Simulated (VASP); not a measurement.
# Sc (I4/mmm) in VASP: single point with PBE

Aim: the single point of Sc with PBE.

Program: VASP 6.6.1. These are calculated values, not measurements. Logs are shortened: lines on timing, memory, paths and dates and some standing lists are left out, and cuts for length are marked.

**1. Starting point**

It takes space group I4/mmm (No. 139, tetragonal). The conventional cell has a = 3.758 Å, b = 3.758 Å, c = 4.761 Å, α = 90.00°, β = 90.00°, γ = 90.00°. Around Sc (site symmetry 4/mmm) lie 12 Sc at 3.57 to 3.76 Å.

This isn't the form of Sc at room conditions, which is hcp.

**2. Single point, PBE, collinear spin, zero start**

File INCAR:

```
SYSTEM = Sc
PREC = Accurate
ENCUT = 520
EDIFF = 1E-6
ISMEAR = -1
SIGMA = 0.05
LREAL = .FALSE.
LASPH = .TRUE.
NELM = 150
ALGO = Normal
ISIF = 2
LWAVE = .FALSE.
LCHARG = .FALSE.
ISPIN = 2
MAGMOM = 0
LORBIT = 11
NUPDOWN = 0.0
LMAXMIX = 4
GGA = PE
NBANDS = 16
```

File KPOINTS:

```
Automatic mesh
0
G
  12 12 12
  0 0 0
```

File POSCAR:

```
Sc
1.0
   -1.8790000000      1.8790000000      2.3805000000
    1.8790000000     -1.8790000000      2.3805000000
    1.8790000000      1.8790000000     -2.3805000000
Sc
1
Direct
    0.0000000000      0.0000000000      0.0000000000
```

Potentials or basis: VASP PAW PBE potentials, release 64 (Sc_sv).

Started as:

```bash
cat potpaw_PBE.64/Sc_sv/POTCAR > POTCAR
mpirun -np 1 vasp_std > vasp.out
```

OUTCAR:

```text
SYSTEM = Sc
   PREC = Accurate
   ENCUT = 520
   EDIFF = 1E-6
   ISMEAR = -1
   LREAL = .FALSE.
   LASPH = .TRUE.
   NELM = 150
   ISIF = 2
   ISPIN = 2
   LORBIT = 11
   NUPDOWN = 0.0
   GGA = PE

 ion  position               nearest neighbor table
   1  0.000  0.000  0.000-

  LATTYP: Found a body centered tetragonal cell.
 ALAT       =     3.7580000000
 C/A-ratio  =     1.2668972858

  Lattice vectors:

 A1 = (  -1.8790000000,   1.8790000000,   2.3805000000)
 A2 = (   1.8790000000,  -1.8790000000,   2.3805000000)
 A3 = (   1.8790000000,   1.8790000000,  -2.3805000000)

Analysis of symmetry for initial positions (statically):
=====================================================================
 Subroutine PRICEL returns:
 Original cell was already a primitive cell.

 Routine SETGRP: Setting up the symmetry group for a
 body centered tetragonal supercell.

 Subroutine GETGRP returns: Found 16 space group operations
 (whereof 16 operations were pure point group operations)
 out of a pool of 16 trial point group operations.

The static configuration has the point symmetry D_4h.

Analysis of symmetry for dynamics (positions and initial velocities):
=====================================================================
 Subroutine PRICEL returns:
 Original cell was already a primitive cell.

 Routine SETGRP: Setting up the symmetry group for a
 body centered tetragonal supercell.

 Subroutine GETGRP returns: Found 16 space group operations
 (whereof 16 operations were pure point group operations)
 out of a pool of 16 trial point group operations.

The dynamic configuration has the point symmetry D_4h.

Analysis of structural, dynamic, and magnetic symmetry:
=====================================================================
 Subroutine PRICEL returns:
 Original cell was already a primitive cell.

 Routine SETGRP: Setting up the symmetry group for a
 body centered tetragonal supercell.

 Subroutine GETGRP returns: Found 16 space group operations
 (whereof 16 operations were pure point group operations)
 out of a pool of 16 trial point group operations.

The overall configuration has the point symmetry D_4h.

 Subroutine INISYM returns: Found 16 space group operations
 (whereof 16 operations are pure point group operations),
 and found     1 'primitive' translations

----------------------------------------------------------------------------------------

                                     Primitive cell

  volume of cell :      33.6188

  direct lattice vectors                    reciprocal lattice vectors
    -1.879000000  1.879000000  2.380500000     0.000000000  0.266098989  0.210039908
     1.879000000 -1.879000000  2.380500000     0.266098989  0.000000000  0.210039908
     1.879000000  1.879000000 -2.380500000     0.266098989  0.266098989  0.000000000

  length of vectors
     3.567640992  3.567640992  3.567640992     0.339006541  0.339006541  0.376320799

  position of ions in fractional coordinates (direct lattice)
     0.000000000  0.000000000  0.000000000

  ion indices of the primitive-cell ions
   primitive index   ion index
                 1           1

----------------------------------------------------------------------------------------

 KPOINTS: Automatic mesh

Automatic generation of k-mesh.
 Grid dimensions read from file:
 generate k-points for:   12   12   12

 Generating k-lattice:

  Cartesian coordinates                     Fractional coordinates (reciprocal lattice)
     0.000000000  0.022174916  0.017503326     0.083333333  0.000000000 -0.000000000
     0.022174916  0.000000000  0.017503326     0.000000000  0.083333333 -0.000000000
     0.022174916  0.022174916  0.000000000     0.000000000  0.000000000  0.083333333

  Length of vectors
     0.028250545  0.028250545  0.031360067

  Shift w.r.t. Gamma in fractional coordinates (k-lattice)
     0.000000000  0.000000000  0.000000000

 Subroutine IBZKPT returns following result:
 ===========================================

 Found    163 irreducible k-points:

 Following reciprocal coordinates:
            Coordinates               Weight
  0.000000  0.000000  0.000000      1.000000
  0.083333  0.000000  0.000000      8.000000
  0.166667  0.000000  0.000000      8.000000
  0.250000  0.000000 -0.000000      8.000000
  0.333333  0.000000 -0.000000      8.000000
  0.416667  0.000000  0.000000      8.000000
[... 16 lines left out ...]
  0.500000  0.166667  0.000000     16.000000
 -0.416667  0.166667  0.000000     16.000000
 [... further k-points ...]
   k-points           NKPTS =    163   k-points in BZ     NKDIM =    163   number of bands    NBANDS=     16
   number of dos      NEDOS =    301   number of ions     NIONS =      1
   total plane-waves  NPLWV =  21952
   dimension x,y,z NGX =    28 NGY =   28 NGZ =   28
   dimension x,y,z NGXF=    56 NGYF=   56 NGZF=   56
   ions per type =               1
   NGX,Y,Z   is equivalent  to a cutoff of  13.05, 13.05, 13.05 a.u.
   NGXF,Y,Z  is equivalent  to a cutoff of  26.10, 26.10, 26.10 a.u.
 SYSTEM =  Sc
   PREC   = accura    normal or accurate (medium, high low for compatibility)
   ISTART =      0    job   : 0-new  1-cont  2-samecut
   ICHARG =      2    charge: 1-file 2-atom 10-const
   ISPIN  =      2    spin polarized calculation?
   LNONCOLLINEAR =      F non collinear calculations
   LSORBIT =      F    spin-orbit coupling
   LASPH  =      T    aspherical Exc in radial PAW
   ENCUT  =  520.0 eV  38.22 Ry    6.18 a.u.   6.63  6.63  6.63*2*pi/ulx,y,z
   NELM   =    150;   NELMIN=  2; NELMDL= -5     # of ELM steps
   EDIFF  = 0.1E-05   stopping-criterion for ELM
   LREAL  =      F    real-space projection
   EDIFFG = 0.1E-04   stopping-criterion for IOM
   NSW    =      0    number of steps for IOM
   IBRION =     -1    ionic relax: 0-MD 1-quasi-New 2-CG
   NFREE  =      0    steps in history (QN), initial steepest desc. (CG)
   ISIF   =      2    stress and relaxation
   ISYM   =      2    0-nonsym 1-usesym 2-fastsym
   POTIM  = 0.5000    time-step for ionic-motion
   TEBEG  =    0.0;   TEEND  =   0.0 temperature during run
   PSTRESS=    0.0 pullay stress
   NELECT =      11.0000    total number of electrons
   NUPDOWN=       0.0000    fix difference up-down
   EMIN   =  10.00;   EMAX   =-10.00  energy-range for DOS
   EFERMI =   0.00;   METHOD = LEGACY
   ISMEAR =    -1;   SIGMA  =   0.05  broadening in eV -4-tet -1-fermi 0-gaus
   EFERMI_NEDOS =   21; number of points for ismear=-14 and -15
   IALGO  =     38    algorithm
   IMIX   =      4    mixing-type and parameters
     AMIX     =   0.40;   BMIX     =  1.00
     AMIX_MAG =   1.60;   BMIX_MAG =  1.00
  volume/ion in A,a.u.               =      33.62       226.87
  Fermi-wavevector in a.u.,A,eV,Ry     =   1.128094  2.131788 17.314709  1.272595
  Thomas-Fermi vector in A             =   2.264782
   LORBIT       =     11    0 simple, 1 ext, 2 COOP (PROOUT), +10 PAW based schemes
   GGA     = PE    functional components
   LHFCALC =     F    Hartree Fock is set to
   AEXX    =    0.0000 exact exchange contribution
   IVDW    =     0    specifies the selected vdW correction
   LEPSILON=     F    determine dielectric tensor
   LRPA    =     F    only Hartree local field effects (RPA)
 spin polarized calculation
  energy-cutoff  :      520.00
  volume of cell :       33.62
 maximum number of plane-waves:       919
   NGX = 13   NGY = 13   NGZ = 13

 number of electron      10.9999998 magnetization       0.0000000

 number of electron      10.9999998 magnetization      -0.0000000

 Free energy of the ion-electron system (eV)
  ---------------------------------------------------
  ext. energy  EPLUGINS =         0.00000000
  ---------------------------------------------------
  free energy    TOTEN  =        -5.86684926 eV

  energy without entropy =       -5.84347911  energy(sigma->0) =       -5.85516419

 E-fermi :   2.1098     XC(G=0):  -8.7115

 val. band max:        2.1023054667   @ k =  -0.3333  -0.3333   0.1667
 cond. band min:       2.1161236194   @ k =   0.2500   0.2500   0.2500
 fundamental gap:      0.0138181527
 Fermi energy:         2.1098108093

 spin component 1

 k-point     1 :       0.0000    0.0000    0.0000
  band No.  band energies     occupation
      1     -48.1745      1.00000
      2     -26.6898      1.00000
      3     -26.6846      1.00000
      4     -26.6846      1.00000
      5      -2.4045      1.00000
      6       3.1149      0.00000
[... 8 lines left out ...]
     15      17.5395      0.00000
     16      17.8454      0.00000
[... 419 lines left out ...]
 k-point    24 :      -0.4167    0.1667    0.0000
  band No.  band energies     occupation
      1     -48.1614      1.00000
      2     -26.7854      1.00000
      3     -26.7189      1.00000
      4     -26.7054      1.00000
      5       0.0904      1.00000
      6       2.2171      0.10465
[... 8 lines left out ...]
     15      17.6301      0.00000
     16      18.4781      0.00000

 [... further k-points ...]

 spin component 2

 k-point     1 :       0.0000    0.0000    0.0000
  band No.  band energies     occupation
      1     -48.1745      1.00000
      2     -26.6898      1.00000
      3     -26.6846      1.00000
      4     -26.6846      1.00000
      5      -2.4045      1.00000
      6       3.1149      0.00000
[... 8 lines left out ...]
     15      17.5395      0.00000
     16      17.8454      0.00000
[... 419 lines left out ...]
 k-point    24 :      -0.4167    0.1667    0.0000
  band No.  band energies     occupation
      1     -48.1614      1.00000
      2     -26.7854      1.00000
      3     -26.7189      1.00000
      4     -26.7054      1.00000
      5       0.0904      1.00000
      6       2.2171      0.10465
[... 8 lines left out ...]
     15      17.6301      0.00000
     16      18.4781      0.00000

 [... further k-points ...]

------------------------ aborting loop because EDIFF is reached ----------------------------------------

  FORCE on cell =-STRESS in cart. coord.  units (eV):
  Direction    XX          YY          ZZ          XY          YZ          ZX
  --------------------------------------------------------------------------------------
  -------------------------------------------------------------------------------------
  Total       -2.1001811     -2.1001811     -1.7833466      0.0000000      0.0000000      0.0000000
  in kB     -100.0888247   -100.0888247    -84.9893706      0.0000000      0.0000000      0.0000000
  external PRESSURE =     -95.0556733 kB  Pullay stress =       0.0000000 kB

 VOLUME and BASIS-vectors are now :
 -----------------------------------------------------------------------------
  energy-cutoff  :      520.00
  volume of cell :       33.62
      direct lattice vectors                 reciprocal lattice vectors
    -1.879000000  1.879000000  2.380500000     0.000000000  0.266098989  0.210039908
     1.879000000 -1.879000000  2.380500000     0.266098989  0.000000000  0.210039908
     1.879000000  1.879000000 -2.380500000     0.266098989  0.266098989  0.000000000

 POSITION                                       TOTAL-FORCE (eV/Angst)
 -----------------------------------------------------------------------------------
      0.00000      0.00000      0.00000         0.000000      0.000000      0.000000
 -----------------------------------------------------------------------------------
    total drift:                                0.000000     -0.000000     -0.000000

  FREE ENERGIE OF THE ION-ELECTRON SYSTEM (eV)
  ---------------------------------------------------
  free  energy   TOTEN  =        -5.8668492631 eV

  energy  without entropy=       -5.8434791144  energy(sigma->0) =       -5.85516419

 total charge

# of ion       s       p       d       tot
------------------------------------------
    1        2.230   6.059   0.862   9.152

 magnetization (x)

# of ion       s       p       d       tot
------------------------------------------
    1        0.000  -0.000  -0.000  -0.000
```

Wall time 68 s (1 thread of Intel Xeon 6975P-C (Granite Rapids), shared host); peak memory 0.25 GiB.

What came out:

```yaml
Free_energy: -5.8668 eV
Pressure: -9.5 GPa
Net_moment: 0.00 μB per cell
Valence_electrons_inside_the_program's_atomic_spheres: Sc 9.15
```

Caveat: the total moment is fixed, so each spin has its own Fermi level.
